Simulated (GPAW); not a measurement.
Runs of GPAW 26.7.0 on MgS (Niningerite). The structure is cubic, space group Fm-3m (No. 225). Conventional cell: a = 5.203 Å, b = 5.203 Å, c = 5.203 Å, α = 90.00°, β = 90.00°, γ = 90.00°. S (site symmetry m-3m) is surrounded by 6 Mg at 2.60 Å. Mg (site symmetry m-3m) has 6 S at 2.60 Å as nearest neighbours. 

| task | level | potentials or basis | cell | k mesh | cutoff (eV) | optimizer | fmax | max steps | target pressure | convergence | gap on the mesh (eV) | pressure (GPa) | relaxed volume (Å³/atom) |
| --- | --- | --- | --- | --- | --- | --- | --- | --- | --- | --- | --- | --- | --- |
| relaxation of cell and atoms | PBE | GPAW PAW data sets (gpaw-data 1.2.1), pw | relaxed to 2 GPa | 9 × 9 × 9 | 800 | BFGS | 0.02 eV/Å | 60 | 2 GPa | density=1e-05 forces=0.0001 | 2.95 | 2.0 | - |
| relaxation of cell and atoms | PBE | GPAW PAW data sets (gpaw-data 1.2.1), pw | relaxed to 10 GPa | 9 × 9 × 9 | 800 | BFGS | 0.02 eV/Å | 60 | 10 GPa | density=1e-05 forces=0.0001 | 3.12 | 10.0 | - |
| relaxation of cell and atoms | PBE | GPAW PAW data sets (gpaw-data 1.2.1), pw | relaxed | 9 × 9 × 9 | 800 | BFGS | 0.02 eV/Å | 60 | - | density=1e-05 forces=0.0001 | 2.89 | 0.0 | (a) |
| one-shot levels of the hybrid HSE06 | LDA | the program's PAW data sets (release 1.2.1) made for this functional, pw | as given | 6 × 6 × 6 | 600 | - | - | - | - | - | 2.56 | (b) | - |
| relaxation of cell and atoms | PBE+D4 | GPAW PAW data sets (gpaw-data 1.2.1), pw | relaxed | 9 × 9 × 9 | 800 | BFGS | 0.02 eV/Å | 60 | - | density=1e-05 forces=0.0001 | 2.97 | 0.0 | 17.26 |
| relaxation of cell and atoms | PBE | GPAW PAW data sets (gpaw-data 1.2.1), pw | relaxed to 5 GPa | 9 × 9 × 9 | 800 | BFGS | 0.02 eV/Å | 60 | 5 GPa | density=1e-05 forces=0.0001 | 3.03 | 5.2 | - |
| relaxation of cell and atoms | PBE+D3(BJ) | GPAW PAW data sets (gpaw-data 1.2.1), pw | relaxed | 9 × 9 × 9 | 800 | BFGS | 0.02 eV/Å | 60 | - | density=1e-05 forces=0.0001 | 2.99 | 0.1 | 17.09 |

Alike in all rows: no spin polarisation; smearing fermi-dirac 0.05 eV.

Problem. Fill in the values left out.

Solution. (a) 17.85; (b) -3.3.

Caveats: later steps reuse the first step's grids (some runs); an odd mesh through Γ misses points on the zone boundary, where band edges often lie (some runs); the cutoff is short for stress and forces, so pressures can be off by a GPa or more (some runs); energy and the plain gap are those of the semilocal run (some runs); the hybrids' values are one shot on its orbitals and mesh (some runs).
